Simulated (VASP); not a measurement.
# Sb (Pm-3m) in VASP: further runs, part 2 of 2

VASP 6.6.1. Earlier steps stand in the parts before.

**3. Single point, PBE**

Input file INCAR:

```
PREC = Accurate ; ENCUT = 520
EDIFF = 1E-7 ; ISMEAR = -1
SIGMA = 0.08 ; LREAL = F
LASPH = T ; NELM = 80
ALGO = Normal ; ISIF = 2
LWAVE = F ; LCHARG = T
GGA = PE ; LELF = T
LVHAR = T ; NBANDS = 8
```

Input file KPOINTS:

```
regular mesh
0
Gamma
  12 12 12
```

Input file POSCAR:

```
Sb
1.0
    3.1600000000      0.0000000000      0.0000000000
    0.0000000000      3.1600000000      0.0000000000
    0.0000000000      0.0000000000      3.1600000000
Sb
1
Direct
    0.0000000000      0.0000000000      0.0000000000
```

Potentials or basis: VASP PAW PBE potentials, release 64 (Sb).

Started as:

```sh
> cat potpaw_PBE.64/Sb/POTCAR > POTCAR
> mpirun -np 1 vasp_std > vasp.out
```

OUTCAR:

```text
PREC = Accurate
   ENCUT = 520
   EDIFF = 1E-7
   ISMEAR = -1
   LREAL = F
   LASPH = T
   NELM = 80
   ISIF = 2
   GGA = PE

 ion  position               nearest neighbor table
   1  0.000  0.000  0.000-

  LATTYP: Found a simple cubic cell.
 ALAT       =     3.1600000000

  Lattice vectors:

 A1 = (   3.1600000000,   0.0000000000,   0.0000000000)
 A2 = (   0.0000000000,   3.1600000000,   0.0000000000)
 A3 = (   0.0000000000,   0.0000000000,   3.1600000000)

Analysis of symmetry for initial positions (statically):
=====================================================================
 Subroutine PRICEL returns:
 Original cell was already a primitive cell.

 Routine SETGRP: Setting up the symmetry group for a
 simple cubic supercell.

 Subroutine GETGRP returns: Found 48 space group operations
 (whereof 48 operations were pure point group operations)
 out of a pool of 48 trial point group operations.

The static configuration has the point symmetry O_h .

Analysis of symmetry for dynamics (positions and initial velocities):
=====================================================================
 Subroutine PRICEL returns:
 Original cell was already a primitive cell.

 Routine SETGRP: Setting up the symmetry group for a
 simple cubic supercell.

 Subroutine GETGRP returns: Found 48 space group operations
 (whereof 48 operations were pure point group operations)
 out of a pool of 48 trial point group operations.

The dynamic configuration has the point symmetry O_h .

 Subroutine INISYM returns: Found 48 space group operations
 (whereof 48 operations are pure point group operations),
 and found     1 'primitive' translations

----------------------------------------------------------------------------------------

                                     Primitive cell

  volume of cell :      31.5545

[... 108 lines left out ...]
  Fermi-wavevector in a.u.,A,eV,Ry     =   0.885886  1.674081 10.677766  0.784794
  Thomas-Fermi vector in A             =   2.006979
   LORBIT       =      0    0 simple, 1 ext, 2 COOP (PROOUT), +10 PAW based schemes
   GGA     = PE    functional components
   LHFCALC =     F    Hartree Fock is set to
   AEXX    =    0.0000 exact exchange contribution
   IVDW    =     0    specifies the selected vdW correction
   LEPSILON=     F    determine dielectric tensor
   LRPA    =     F    only Hartree local field effects (RPA)
 non-spin polarized calculation
  energy-cutoff  :      520.00
  volume of cell :       31.55
 maximum number of plane-waves:       876
 NGX is ok and might be reduce to    24
   NGX = 11   NGY = 11   NGZ = 11

 number of electron       5.0000001 magnetization

 Free energy of the ion-electron system (eV)
  ---------------------------------------------------
  ext. energy  EPLUGINS =         0.00000000
  ---------------------------------------------------
  free energy    TOTEN  =        -4.07527158 eV

  energy without entropy =       -4.05949907  energy(sigma->0) =       -4.06738532

 E-fermi :   6.5147     XC(G=0):  -9.3865

 val. band max:        6.5051166728   @ k =   0.1667   0.0000   0.0000
 cond. band min:       6.5478283129   @ k =   0.4167   0.4167   0.3333
 fundamental gap:      0.0427116401
 Fermi energy:         6.5146892191

 k-point     1 :       0.0000    0.0000    0.0000
  band No.  band energies     occupation
      1      -5.5223      2.00000
      2       9.5697      0.00000
      3       9.5697      0.00000
      4       9.5697      0.00000
      5      13.3136      0.00000
      6      13.3136      0.00000
      7      14.3701      0.00000
      8      23.7621      0.00000
[... 243 lines left out ...]
 k-point    24 :       0.4167    0.3333    0.0000
  band No.  band energies     occupation
      1      -2.1451      2.00000
      2       3.0040      2.00000
      3       4.7469      2.00000
      4      10.6462      0.00000
      5      12.4731      0.00000
      6      17.0177      0.00000
      7      19.1299      0.00000
      8      19.4068      0.00000

 [... further k-points ...]

------------------------ aborting loop because EDIFF is reached ----------------------------------------

  FORCE on cell =-STRESS in cart. coord.  units (eV):
  Direction    XX          YY          ZZ          XY          YZ          ZX
  --------------------------------------------------------------------------------------
  -------------------------------------------------------------------------------------
  Total       -0.4445183     -0.4445183     -0.4445183      0.0000000     -0.0000000      0.0000000
  in kB      -22.5703833    -22.5703833    -22.5703833      0.0000000     -0.0000000      0.0000000
  external PRESSURE =     -22.5703833 kB  Pullay stress =       0.0000000 kB

 VOLUME and BASIS-vectors are now :
 -----------------------------------------------------------------------------
  energy-cutoff  :      520.00
  volume of cell :       31.55
      direct lattice vectors                 reciprocal lattice vectors
     3.160000000  0.000000000  0.000000000     0.316455696  0.000000000  0.000000000
     0.000000000  3.160000000  0.000000000     0.000000000  0.316455696  0.000000000
     0.000000000  0.000000000  3.160000000     0.000000000  0.000000000  0.316455696

 POSITION                                       TOTAL-FORCE (eV/Angst)
 -----------------------------------------------------------------------------------
      0.00000      0.00000      0.00000         0.000000      0.000000      0.000000
 -----------------------------------------------------------------------------------
    total drift:                                0.000000      0.000000      0.000000

  FREE ENERGIE OF THE ION-ELECTRON SYSTEM (eV)
  ---------------------------------------------------
  free  energy   TOTEN  =        -4.0752715765 eV

  energy  without entropy=       -4.0594990677  energy(sigma->0) =       -4.06738532
```

Run time: 6.6 s. Hardware: 1 thread of Intel Xeon Platinum 8488C (Sapphire Rapids), shared host; peak memory 0.14 GiB.

Results:

```
Free energy            : -4.0753 eV
Pressure               : -2.3 GPa
Band gap on the k mesh : none (metal or under the smearing width)
```

The run has no spin-orbit coupling, so splittings on Sb are missing.
